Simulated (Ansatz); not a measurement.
Band gaps on a Γ-centred 6×6×6 mesh, computed with HSE06 in Ansatz (plane waves, PAW datasets (generated hard set); cutoff 700 eV), no spin polarisation, no spin–orbit coupling; exchange singularity: regularized.

**Question.** Which crystal has a gap of 0.30 eV, direct?
A. MgO (rock salt, a = 4.250 Å)
B. LiF (rock salt, a = 4.070 Å)
C. CeO2 (fluorite, a = 5.460 Å)
D. SnTe (rock salt, a = 6.410 Å)
E. BN (zinc blende, a = 3.630 Å)
F. CsCl (CsCl, a = 4.200 Å)

**Answer.** D. SnTe 0.30 eV, direct; LiF 11.09 eV, direct; MgO 6.19 eV, direct; CsCl 6.32 eV, direct; BN 5.77 eV, indirect; CeO2 3.70 eV, indirect.

A gap read on the mesh is an upper bound of this method's gap, since the mesh can miss a band edge. Spin–orbit coupling is left out; with heavy elements it can shift the gap and split levels by tenths of an eV. Potentials made with PBE were used with another functional.
